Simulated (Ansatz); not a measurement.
Relaxed BeO (wurtzite):

```
BeO
1.0
    2.71181     0.00000     0.00000
   -1.35591     2.34850     0.00000
    0.00000     0.00000     4.40456
Be O
2 2
Direct
  0.66667   0.33333   0.00149
  0.33333   0.66667   0.50149
  0.66667   0.33333   0.62371
  0.33333   0.66667   0.12371
```

In each cell atom 3 (O, nearest neighbour Be at 1.656 Å; its periodic images, 2.7 Å or more away, move with it) moves by s·(0.000, 0.000, 1.000) (along Cartesian z), the rest being held.

Level of theory: PBE (plane waves to 420 eV, PAW, scalar-relativistic; Ansatz, a program for electronic structure). k mesh 11×11×6 (Γ-centred), Fermi-Dirac smearing 0.05 eV. Energies are smeared free energies. BeO was relaxed with its symmetry unable to fall. ΔE is measured from the undisplaced structure.

Successive frames, forces in eV/Å:

```tsv
frame	ΔE (eV/cell)	F on Be1	F on Be2	F on O3	F on O4
s = -0.330 Å	0.818	(0.000, 0.000, 0.575)	(0.000, 0.000, -1.564)	(0.000, 0.000, 4.453)	(0.000, 0.000, -3.464)
s = -0.264 Å	0.546	(0.000, 0.000, 0.304)	(0.000, 0.000, -1.339)	(0.000, 0.000, 3.769)	(0.000, 0.000, -2.734)
s = -0.198 Å	0.322	(0.000, 0.000, 0.079)	(0.000, 0.000, -1.066)	(0.000, 0.000, 3.014)	(0.000, 0.000, -2.027)
s = -0.132 Å	0.150	(0.000, 0.000, -0.074)	(0.000, 0.000, -0.748)	(0.000, 0.000, 2.160)	(0.000, 0.000, -1.339)
```

What are the energy and the forces in the next frame, s = -0.066 Å?

ΔE (eV/cell) = 0.040.

```csv
atom,Fx,Fy,Fz
Be1,0.000,0.000,-0.117
Be2,0.000,0.000,-0.389
O3,0.000,0.000,1.170
O4,0.000,0.000,-0.665
```

(A displaced cell: forces are minus the slopes of the energy, force constants its curvatures, and phonons follow from these.)
